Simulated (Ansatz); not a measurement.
CaF₂ (started from an entry of an open crystallographic database), relaxed with r2SCAN, was run in the plane-wave code Ansatz under altered settings. All numbers are computed, without spin polarisation but where a row says otherwise.

```yaml
crystal:
  lattice:
    - [0.00000, 2.71959, 2.71959]
    - [2.71959, 0.00000, 2.71959]
    - [2.71959, 2.71959, 0.00000]
  atoms:
    - { symbol: Ca, position: [0.00000, 0.00000, 0.00000] }
    - { symbol: F, position: [0.25000, 0.25000, 0.25000] }
    - { symbol: F, position: [0.75000, 0.75000, 0.75000] }
```

The base run's other keys:
```yaml
kpoints:
  mp_grid: { grid: [4, 4, 4] }
hamiltonian:
  xc: hse06
scf:
  occupations: { method: fixed }
  n_extra_bands: 4
```

It takes 12 iterations with 749 plane waves at 420 eV and 8 k points, and leaves a mean stress of +1.35 GPa. The gap over this mesh is 9.450 eV. It ran on 4 threads of Arm Neoverse N1 (shared host).

Outcomes, with energy and stress as changes against the base:
```csv
setting,outcome,ΔF (meV/atom),Δ mean stress (GPa),gap on the mesh (eV),iterations,wall time
"PBE hybrid, exx coeff 0.1, unscreened",converged,–,+1.1,8.498,11,4.7 s
"PBE hybrid, exx coeff 0.75, omega 0.3 1/Å",converged,–,-3.9,12.986,19,6.4 s
hamiltonian.xc: cam_b3lyp,converged,–,-0.7,12.612,14,6.3 s
"PBE hybrid, exx coeff 0.35, omega 0.2078 1/Å",converged,–,-0.8,10.304,13,5.6 s
"scf.exx.q_mesh: [3, 3, 3]",refused,–,–,–,–,0.46 s
scf.mixing.ndim: 1,converged,0.0,0.0,9.449,14,5.4 s
```
A dash marks a value that wasn't obtained or can't be compared. Stress is positive in compression. The base took 5.4 s.

- PBE hybrid, exx coeff 0.1, unscreened. That is 10 % exact exchange, at all ranges, against HSE06's 25 % screened at 0.208 1/Å. The mean stress moves by +1.1 GPa and the gap on the mesh by -0.952 eV (to 8.498). Totals of different functionals aren't comparable.
- PBE hybrid, exx coeff 0.75, omega 0.3 1/Å. That is 75 % exact exchange, screened with ω = 0.3 1/Å, against HSE06's 25 % screened at 0.208 1/Å. The mean stress moves by -3.9 GPa and the gap on the mesh by +3.536 eV (to 12.986). Totals of different functionals aren't comparable.
- hamiltonian.xc: cam_b3lyp. The mean stress moves by -0.7 GPa and the gap on the mesh by +3.162 eV (to 12.612). It's another functional on the same cell, so totals aren't comparable.
- PBE hybrid, exx coeff 0.35, omega 0.2078 1/Å. That is 35 % exact exchange, screened with ω = 0.2078 1/Å, against HSE06's 25 % screened at 0.208 1/Å. The mean stress moves by -0.8 GPa and the gap on the mesh by +0.854 eV (to 10.304). Totals of different functionals aren't comparable.
- scf.exx.q_mesh: [3, 3, 3]. The program doesn't start. Error: invalid value for `scf.exx.q_mesh`: must divide elementwise kpoints.mp_grid.grid

Within 1 meV an atom, 0.1 GPa and 0.005 eV of the base stay: scf.mixing.ndim: 1.

The program warns that its thresholds are loose for a hybrid's stress.

The meshes of the hybrids are coarse, so their gaps aren't converged to the digits shown.
